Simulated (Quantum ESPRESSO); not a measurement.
**TePb under changes of volume**

One of the cells (33.730 Å³/atom); the others are scaled copies at fixed shape and fractional positions:

```
Pb Te
1.0
     0.00000    3.23100    3.23100
     3.23100    0.00000    3.23100
     3.23100    3.23100    0.00000
Pb Te
1 1
Direct
  0.00000 0.00000 0.00000
  0.50000 0.50000 0.50000
```

| Item | Value |
| --- | --- |
| Program | Quantum ESPRESSO 7.5 |
| Functional | PBE |
| Potentials or basis | SSSP 1.3 efficiency PBE |
| Cutoff | 748 eV |
| Density cutoff | 5987 eV |
| k mesh | 7 × 7 × 7 |
| Occupations | fermi-dirac, width 0.05 eV |
| Spin | no spin polarisation |

```csv
volume (Å³/atom),energy over the lowest point (meV/atom),pressure (GPa)
31.706,56.09,5.4
32.380,?,?
33.055,20.62,3.0
33.730,9.87,2.0
34.404,3.13,1.1
35.079,0.00,0.3
35.753,0.13,-0.5
```

Task: What does the run at 32.380 Å³/atom give?

Result: Energy over the lowest point 35.87 meV/atom; pressure 4.1 GPa.

Worked out: A Birch-Murnaghan fit of order 3 (a polynomial in V^(-2/3)) to the other rows has its minimum at 35.39 Å³/atom with B0 = V·E''(V) = 39 GPa and B' = 4.6. It gives 35.88 meV/atom at 32.380 Å³/atom, against the run's 35.87, and -dE/dV = 4.2 GPa, against 4.1.

Energies are extrapolated to zero smearing.
